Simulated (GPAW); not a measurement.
Runs of GPAW 26.7.0 on SiC. The structure is hexagonal, space group P6_3mc (No. 186). Conventional cell: a = 3.076 Å, b = 3.076 Å, c = 10.071 Å, α = 90.00°, β = 90.00°, γ = 120.00°. Around Si (site symmetry 3m) lie 4 C at 1.88 to 1.89 Å. Si (site symmetry 3m) is surrounded by 4 C at 1.88 to 1.89 Å. C (site symmetry 3m) is surrounded by 4 Si at 1.88 to 1.89 Å. C (site symmetry 3m) is surrounded by 4 Si at 1.88 to 1.89 Å. The cell is a database's computed one.

| task | level | potentials or basis | cell | k mesh | cutoff (eV) | smearing | maxiter | optimizer | fmax | max steps | older calculator (legacy_gpaw) | other keys | gap on the mesh (eV) | pressure (GPa) | largest force (eV/Å) |
| --- | --- | --- | --- | --- | --- | --- | --- | --- | --- | --- | --- | --- | --- | --- | --- |
| relaxation of cell and atoms | rSCAN+D3(BJ) | GPAW PAW data sets (gpaw-data 1.2.1), pw | relaxed | 6 × 6 × 2 | 800 | fermi-dirac 0.05 eV | 150 | BFGS | 0.02 eV/Å | 60 | - | - | 2.63 | 0.0 | 0.01 |
| single point | PBE | GPAW PAW data sets (gpaw-data 1.2.1), pw | as given | 6 × 6 × 2 | 700 | fermi-dirac 0.05 eV | 100 | - | - | - | - | several, not listed | 2.22 | 5.3 | - |
| single point | PBE | GPAW PAW data sets (gpaw-data 1.2.1), pw | as given | 6 × 6 × 2 | 900 | fermi-dirac 0.05 eV | 60 | - | - | - | - | several, not listed | 2.22 | 5.2 | - |
| band structure | BEEF-vdW | GPAW PAW data sets (gpaw-data 1.2.1), pw | as given | 6 × 6 × 2 | 800 | fermi-dirac 0.05 eV | 150 | - | - | - | - | - | 2.42 | - | - |
| band structure | RPBE | the program's PAW data sets (release 1.2.1) made for this functional, pw | as given | 6 × 6 × 2 | 800 | fermi-dirac 0.05 eV | 150 | - | - | - | - | - | (b) | (a) | 0.01 |
| phonons | PBE+D3M(BJ) | GPAW PAW data sets (gpaw-data 1.2.1), pw | relaxed | 5 × 5 × 2 | 800 | fermi-dirac 0.15 eV | 80 | - | - | - | - | several, not listed | 2.57 | 0.0 | - |
| band structure | revTPSS | GPAW PAW data sets (gpaw-data 1.2.1), pw | as given | 6 × 6 × 2 | 800 | fermi-dirac 0.05 eV | 150 | - | - | - | - | - | (c) | 2.2 | - |

Alike in all rows: no spin polarisation; the mesh is coarse, so values aren't converged.

Question: Estimate the missing entries.

Answer: (a) 8.5; (b) 2.23; (c) 2.10.

Caveats: some runs use coarse meshes; the PAW data sets were made with another functional, which shifts forces and pressure a little (some runs); later steps reuse the first step's grids (some runs); the cutoff is short for stress and forces, so pressures can be off by a GPa or more (some runs); the LO-TO splitting is left out (some runs); an odd mesh through Γ misses points on the zone boundary, where band edges often lie (some runs).
